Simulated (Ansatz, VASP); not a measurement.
K: VASP beside Ansatz

Contents of INCAR:

```
SYSTEM = K
PREC     = Accurate       ! precision mode
ENCUT    = 520            ! plane-wave cutoff, eV
EDIFF    = 1E-7           ! SCF threshold, eV
ISMEAR   = 0              ! smearing method
SIGMA    = 0.1            ! smearing width, eV
LREAL    = .FALSE.        ! projectors in reciprocal space
LASPH    = .TRUE.         ! aspherical terms in the spheres
NELM     = 80             ! most SCF steps
ALGO     = Normal         ! electronic algorithm
ISIF     = 2              ! what is computed and relaxed
LWAVE    = .FALSE.        ! write WAVECAR
LCHARG   = .TRUE.         ! write CHGCAR
GGA      = PS             ! functional
LELF     = .TRUE.         ! ELF
LVHAR    = .TRUE.       
NBANDS   = 10             ! bands
```

File KPOINTS:

```
regular mesh
0
G
  4 4 4
  0 0 0
```

File POSCAR:

```
K
1.0
    0.0000000000      3.4621361634      3.4621361634
    3.4621361634      0.0000000000      3.4621361634
    3.4621361634      3.4621361634      0.0000000000
K
1
Direct
    0.0000000000      0.0000000000      0.0000000000
```

Input for Ansatz:

```yaml
crystal:
  lattice:
    - [0.0, 3.4621361634, 3.4621361634]
    - [3.4621361634, 0.0, 3.4621361634]
    - [3.4621361634, 3.4621361634, 0.0]
  atoms:
    - { symbol: K, position: [0.0, 0.0, 0.0] }
basis:
  ecutwfc: 420
kpoints:
  mp_grid: { grid: [4, 4, 4] }
hamiltonian:
  xc: pbesol
scf:
  occupations: { method: gaussian, width: 0.1 }
output:
  forces: true
  stress: true
  eigenvalues: true
```

Alike in both runs: task single point; functional PBEsol; k mesh 4 × 4 × 4; occupations gaussian, width 0.1 eV; no spin polarisation.

```csv
,VASP,Ansatz
version,VASP 6.6.1,Ansatz 0.2.0
potentials or method,"VASP PAW PBE potentials, release 64 (K_sv)","scalar-relativistic, plane waves, PAW"
plane-wave cutoff (eV),520,420
valence electrons in the cell,9,9
```

|  | VASP | Ansatz | Ansatz less VASP |
| --- | --- | --- | --- |
| gap on the k mesh at the Fermi level (eV) | none | none | - |
| pressure (GPa) | -0.4 | -0.4 | +0.01 |

A gap of «none» marks a metal or a gap that the smearing closes.

Caveats: the k mesh is coarse (spacing up to 0.39 Å⁻¹), so the values aren't converged; the PAW data sets were made with another functional, which shifts forces and pressure a little (VASP).
